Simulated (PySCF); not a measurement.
Computed NMR parameters against published values

Numbering as in the mapped SMILES `[cH:1]1[cH:2][nH:3][cH:4][n:5]1` (H(Xn): hydrogen on atom n).

What is known from experiment: δ $^{13}$C C4 135.8 ppm (measured; solution, C6D6, 298 K; Fulmer et al., Organometallics 2010, 29, 2176).
δ $^{13}$C C4 136.3; δ $^{1}$H H(C4) 7.67 ppm (measured; solution, CD3OD, 298 K; Fulmer et al., Organometallics 2010, 29, 2176).
δ $^{13}$C C4 136.6; δ $^{1}$H H(C4) 7.61 ppm (measured; solution, TFE-d3, 298 K; Fulmer et al., Organometallics 2010, 29, 2176).
δ $^{13}$C C4 136.7; δ $^{1}$H H(C4) 7.78 ppm (measured; solution, D2O, 298 K; Fulmer et al., Organometallics 2010, 29, 2176).
δ $^{13}$C C4 135.8; δ $^{1}$H H(C4) 7.63 ppm (measured; solution, CD2Cl2, 298 K; Fulmer et al., Organometallics 2010, 29, 2176).
δ $^{13}$C C4 135.2; δ $^{1}$H H(C4) 7.63 ppm (measured; solution, DMSO-d6, 298 K; Fulmer et al., Organometallics 2010, 29, 2176).

[PySCF 2.14.0 with density-fitted response routines: shieldings: GIAO PBE0/pcSseg-1; structure optimised with GFN2-xTB; gas phase; one conformer; non-relativistic Hamiltonian]

(1) Set the calculated values beside the experiment.

(2) How far are the unscaled $^{13}$C shifts from the references?

(3) How far are the unscaled $^{1}$H shifts from the references?

Results:

(1) 
Reference values: measured (solution, C6D6, 298 K; Fulmer et al., Organometallics 2010, 29, 2176).
```tsv
atoms	quantity	reference	computed	computed, scaled
C4	δ $^{13}$C	135.8	136.3	130.6
```

Reference values: measured (solution, CD3OD, 298 K; Fulmer et al., Organometallics 2010, 29, 2176).
```tsv
atoms	quantity	reference	computed	computed, scaled
C4	δ $^{13}$C	136.3	136.3	130.6
H(C4)	δ $^{1}$H	7.67	7.43	7.10
```

Reference values: measured (solution, TFE-d3, 298 K; Fulmer et al., Organometallics 2010, 29, 2176).
```csv
atoms,quantity,reference,computed,"computed, scaled"
C4,δ $^{13}$C,136.6,136.3,130.6
H(C4),δ $^{1}$H,7.61,7.43,7.10
```

Reference values: measured (solution, D2O, 298 K; Fulmer et al., Organometallics 2010, 29, 2176).
```tsv
atoms	quantity	reference	computed	computed, scaled
C4	δ $^{13}$C	136.7	136.3	130.6
H(C4)	δ $^{1}$H	7.78	7.43	7.10
```

Reference values: measured (solution, CD2Cl2, 298 K; Fulmer et al., Organometallics 2010, 29, 2176).
```
atoms    quantity  reference  computed  computed, scaled
   C4  δ $^{13}$C      135.8     136.3             130.6
H(C4)   δ $^{1}$H       7.63      7.43              7.10
```

Reference values: measured (solution, DMSO-d6, 298 K; Fulmer et al., Organometallics 2010, 29, 2176).
```json
{"atoms": "C4", "quantity": "δ $^{13}$C", "reference": "135.2", "computed": "136.3", "computed, scaled": "130.6"}
{"atoms": "H(C4)", "quantity": "δ $^{1}$H", "reference": "7.63", "computed": "7.43", "computed, scaled": "7.10"}
```

Computed shifts are σ(ref) − σ with the named reference compound (TMS for H and C) calculated as an isolated molecule at the same level. The measured values may be among those fitted. Expected solution values come from regression of measured δ (H and C: mostly CDCl3, vs TMS) on computed σ: $^{1}$H: δ = 30.01 − 0.943σ (rms 0.17 ppm, 504 shifts, 0.18 ppm with the 4 outliers that the fit left out); $^{13}$C: δ = 179.97 − 0.974σ (rms 2.1 ppm, 958 shifts, 2.3 ppm with the 13 outliers that the fit left out). Occasional misses reach two or three times the rms, and more in compound classes unlike the fitted ones. H not on carbon is unscaled (vs computed TMS).

(2) Mean signed difference +0.23 ppm, mean absolute 0.47 ppm over 6 comparisons; the largest is +1.1 ppm at C4 (aromatic CH between two ring heteroatoms).

(3) Mean signed difference -0.23 ppm, mean absolute 0.23 ppm over 5 comparisons; the largest is -0.35 ppm at H(C4) (hydrogen on an aromatic CH between two ring heteroatoms).

11 of the 53 published NMR values on file for this molecule are compared. The rest: values from further sources, protons in aromatic solvents, values whose atom or origin is in doubt.
